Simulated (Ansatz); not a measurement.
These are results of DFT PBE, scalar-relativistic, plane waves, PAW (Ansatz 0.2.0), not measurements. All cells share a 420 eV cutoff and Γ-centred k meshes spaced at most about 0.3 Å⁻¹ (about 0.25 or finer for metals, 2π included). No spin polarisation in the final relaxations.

All energies are static (0 K, no zero-point motion). All come from trial cells, and lower structures may exist.

Question: These unrelaxed guesses for P are each relaxed within their symmetry. Order them by the energy at which they end, lowest first.
A.

```xyz
4
Lattice="3.7025 0.0000 0.0000 0.0000 4.2155 0.0000 -0.1803 0.0000 3.8318" Properties=species:S:1:pos:R:3 pbc="T T T"
P     3.0798    3.7942    2.8663
P     1.8512    0.6613    0.0000
P     0.4424    3.7942    0.9655
P     0.0000    1.9411    0.0000
```

B.

```xyz
5
Lattice="3.4575 1.9962 2.0497 -3.4575 1.9962 2.0497 0.0000 -3.9923 2.0497" Properties=species:S:1:pos:R:3 pbc="T T T"
P     0.0000    0.0000    2.0264
P     0.0000    0.0000    4.1228
P     0.7757    1.9962    2.0497
P    -2.1166   -0.3263    2.0497
P     1.3409   -1.6699    2.0497
```

C.

```xyz
12
Lattice="3.4946 0.0000 0.0000 -1.7473 3.0264 0.0000 0.0000 0.0000 17.1200" Properties=species:S:1:pos:R:3 pbc="T T T"
P     0.0000    0.0000    3.2100
P     0.0000    0.0000   11.7700
P     0.0000    0.0000    5.3500
P     0.0000    0.0000   13.9100
P     0.0000    2.0176    8.9166
P     1.7473    1.0088    0.3566
P     0.0000    2.0176   16.7634
P     1.7473    1.0088    8.2034
P     0.0000    2.0176   11.0566
P     1.7473    1.0088    2.4966
P     0.0000    2.0176   14.6234
P     1.7473    1.0088    6.0634
```

D.

```xyz
6
Lattice="6.5304 0.0000 0.0000 0.0000 3.1381 0.0000 0.0000 0.0000 4.5033" Properties=species:S:1:pos:R:3 pbc="T T T"
P     2.6976    1.5691    0.9091
P     3.8328    1.5691    3.5942
P     5.9629    1.5691    3.5942
P     0.5676    1.5691    0.9091
P     0.0000    0.0000    2.2517
P     3.2652    0.0000    2.2517
```

Answer: C (ends in P6_3/mmc, 0 meV/atom), D (ends in Pmmm, 180 meV/atom), A (ends in Cmm2, 216 meV/atom), B (ends in R32, 273 meV/atom).

Weakly bound directions are ill-defined at this level, which has no dispersion term (P6_3/mmc, Cmm2), and this can change margins and order among such cells. Cells relaxed within their symmetry can be saddle points; a later kick test found a lower structure for P Pmmm. The part of the Crystallography Open Database at hand lists P in space groups No. 2, 13, 64, 123; no cell shown has one of them. Some types were kept out of the candidates beforehand, so the set may lack a known form.
